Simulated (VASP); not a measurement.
# SiC, self-consistent run: which settings are enough?

SiC, P1 (no. 1), 4 atoms in the cell. PBE; PAW potentials Si, C (PBE set). VASP 6.6.1. The atoms are moved at random off their ideal places.

Wanted: energy within 1 meV/atom; forces within 0.005 eV/Å; pressure within 0.1 GPa.

POSCAR:
```
SiC
1.0
    3.0760000000      0.0000000000      0.0000000000
   -1.5380000000      2.6638941420      0.0000000000
    0.0000000000      0.0000000000      5.0480000000
Si C
2 2
Direct
    0.6602650000      0.3315450000      0.4987880000
    0.3293740000      0.6624680000     -0.0053180000
    0.6662340000      0.3402540000      0.8850980000
    0.3350740000      0.6623020000      0.3860240000
```

## One numerical tag moved

| One numerical tag moved | Energy less reference (meV/atom) | Forces, largest deviation (eV/Å) | Pressure (GPa) | SCF iterations | Time (s) |
|---|---|---|---|---|---|
| default | 0.0 | 0.0000 | 4.02 | 14 | 22 |
| EBREAK = 1e-10 | 0.0 | 0.0000 | 4.02 | 14 | 27 |
| EBREAK = 0.0001 | 0.0 | 0.0001 | 4.03 | 15 | 25 |
| LASYNC = T | 0.0 | 0.0000 | 4.02 | 14 | 24 |
| LMAXPAW = 0 | 0.0 | 0.0013 | 4.02 | 14 | 21 |
| RANDOM_GENERATOR = pcg_32 | 0.0 | 0.0000 | 4.02 | 14 | 23 |
| NDAV = 2 | 0.0 | 0.0000 | 4.02 | 14 | 23 |
| LDIAG = F | 0.0 | 0.0000 | 4.02 | 14 | 25 |
| NBLK = 64 | 0.0 | 0.0000 | 4.02 | 14 | 23 |

Chosen: default; no other choice that stays within half of the tolerance saves 30 % of the time.

## The input

INCAR:
```
  PREC = Accurate
  ENCUT = 520
  EDIFF = 1E-7
  ISMEAR = 0
  SIGMA = 0.02
  LREAL = False
  LASPH = True
  ALGO = Normal
  NELM = 100
  ISIF = 2
  LWAVE = False
  LCHARG = False
```

KPOINTS:
```
k-points
0
Gamma
  8 8 5
```

Commands:
```
cat potpaw_PBE.64/Si/POTCAR potpaw_PBE.64/C/POTCAR > POTCAR
mpirun -np 1 vasp_std > vasp.out
```

The chosen input took VASP 6.6.1 22 s on 1 core (Intel Xeon 6975P-C (Granite Rapids)), a shared host.

## An input that fails: LMAXPAW = -1 without LASPH

It runs to its end, but against the unchanged starting input it is off by 8.4 meV/atom in the energy, 0.0069 eV/Å in the forces, 0.64 GPa in the pressure.

Changes against the starting input:
```
- LASPH = True
+ LASPH = False
+ LMAXPAW = -1
```
